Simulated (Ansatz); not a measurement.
Runs of Ansatz 0.2.0 on Y. Symmetry: P6_3/mmc, No. 194, hexagonal system. Conventional cell: a = 3.647 Å, b = 3.647 Å, c = 5.731 Å, α = 90.00°, β = 90.00°, γ = 120.00°. Around Y (site symmetry -6m2) lie 12 Y at 3.56 to 3.65 Å. 

| level | cutoff (eV) | gap on the mesh (eV) | pressure (GPa) | relaxed volume (Å³/atom) |
| --- | --- | --- | --- | --- |
| PBEsol | 420 | none | 0.0 | 31.33 |
| r2SCAN | 500 | none | 0.0 | 33.57 |
| RPBE | 420 | none | 0.0 | (a) |
| LDA | 420 | none | 0.0 | 29.89 |
| BLYP | 420 | none | 0.0 | (b) |

Alike in all rows: task relaxation of cell and atoms; potentials or basis Ansatz PAW; no spin polarisation; cell relaxed; k mesh 8 × 8 × 5; smearing fermi-dirac 0.05 eV.

Problem. Fill in the values left out.

Solution. (a) 34.19; (b) 33.76.

Caveats: the plane-wave basis is chosen anew once the cell has moved, so the energies of steps on either side of that aren't comparable; the PAW data sets come from PBE, with cores solved anew for the run's functional, which leaves a small shift of forces and pressure.

A k mesh can miss the band edges, and the runs leave out spin-orbit coupling on Y.

A gap of «none» marks a metal or a gap under the smearing width.

Runs at the PBE level aren't shown here.
